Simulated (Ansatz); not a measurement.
## Convergence notes, G0W0 on BaTe (Fm-3m)

BaTe (started from an entry of an open crystallographic database), relaxed with r2SCAN; one-shot G0W0 in Ansatz without spin-orbit coupling. (Simulation; spin polarisation is off.)

```xyz
2
Lattice="0.0000 3.5324 3.5324 3.5324 0.0000 3.5324 3.5324 3.5324 0.0000" Properties=species:S:1:pos:R:3 pbc="T T T"
Ba    0.0000    0.0000    0.0000
Te    3.5324    3.5324    3.5324
```

Gaps are read over the mesh points alone. G0W0 here is at a finite number of bands, screening cutoff and k mesh, not at the basis limit.
```json
{"start": "PBE", "potentials": "PAW", "frequency model": "contour deformation", "mesh": "4×4×4", "empty bands": "143", "screening cutoff (eV)": "80", "Kohn-Sham gap (eV)": "1.65", "G0W0 gap (eV)": "2.55", "rough cost": "21 core-seconds"}
{"start": "PBE", "potentials": "PAW", "frequency model": "contour deformation", "mesh": "4×4×4", "empty bands": "331", "screening cutoff (eV)": "140", "Kohn-Sham gap (eV)": "1.65", "G0W0 gap (eV)": "2.67", "rough cost": "100 core-seconds"}
{"start": "PBE", "potentials": "PAW", "frequency model": "contour deformation", "mesh": "4×4×4", "empty bands": "609", "screening cutoff (eV)": "210", "Kohn-Sham gap (eV)": "1.65", "G0W0 gap (eV)": "2.72", "rough cost": "8 core-minutes"}
{"start": "HSE06", "potentials": "PAW", "frequency model": "contour deformation", "mesh": "4×4×4", "empty bands": "331", "screening cutoff (eV)": "140", "Kohn-Sham gap (eV)": "2.35", "G0W0 gap (eV)": "3.03", "rough cost": "5 core-minutes"}
{"start": "LDA", "potentials": "PAW", "frequency model": "contour deformation", "mesh": "4×4×4", "empty bands": "331", "screening cutoff (eV)": "140", "Kohn-Sham gap (eV)": "1.53", "G0W0 gap (eV)": "2.59", "rough cost": "100 core-seconds"}
{"start": "r2SCAN", "potentials": "PAW", "frequency model": "contour deformation", "mesh": "4×4×4", "empty bands": "331", "screening cutoff (eV)": "140", "Kohn-Sham gap (eV)": "2.00", "G0W0 gap (eV)": "2.90", "rough cost": "120 core-seconds"}
{"start": "PBE", "potentials": "PAW", "frequency model": "Godby-Needs pole", "mesh": "4×4×4", "empty bands": "331", "screening cutoff (eV)": "140", "Kohn-Sham gap (eV)": "1.65", "G0W0 gap (eV)": "2.63", "rough cost": "110 core-seconds"}
{"start": "PBE", "potentials": "PAW", "frequency model": "contour deformation", "mesh": "6×6×6", "empty bands": "143", "screening cutoff (eV)": "80", "Kohn-Sham gap (eV)": "1.65", "G0W0 gap (eV)": "2.57", "rough cost": "2 core-minutes"}
{"start": "PBE", "potentials": "norm-conserving", "frequency model": "contour deformation", "mesh": "4×4×4", "empty bands": "331", "screening cutoff (eV)": "140", "Kohn-Sham gap (eV)": "1.65", "G0W0 gap (eV)": "2.66", "rough cost": "4 core-minutes"}
```

Over the mesh points the PBE gap of 1.65 eV becomes a quasiparticle gap of 2.72 eV (Γ to X), a change of +1.07 eV. Renormalisation factors Z lie between 0.74 and 0.79.

Raising bands and cutoff together moves the gap by +0.12 eV (80 to 140 eV), then +0.05 eV (140 to 210 eV); the last step is still large, so the basis limit isn't reached. Starting from HSE06 (2.35 eV against PBE's 1.65 eV) gives 3.03 eV, +0.36 eV from G0W0@PBE at the same screening cutoff. Starting from LDA (1.53 eV against PBE's 1.65 eV) gives 2.59 eV, -0.08 eV from G0W0@PBE at the same screening cutoff. Starting from r2SCAN (2.00 eV against PBE's 1.65 eV) gives 2.90 eV, +0.23 eV from G0W0@PBE at the same screening cutoff. The Godby-Needs plasmon pole differs from contour deformation by -0.04 eV. A 6×6×6 mesh in place of 4×4×4 changes the opening over PBE by +0.01 eV (the gap on the mesh by +0.02 eV). Norm-conserving potentials (wave cutoff 1120 eV against 420 eV) shift the quasiparticle gap by -0.01 eV and the PBE gap by 0.00 eV. r2SCAN runs take a wave cutoff of 500 eV.
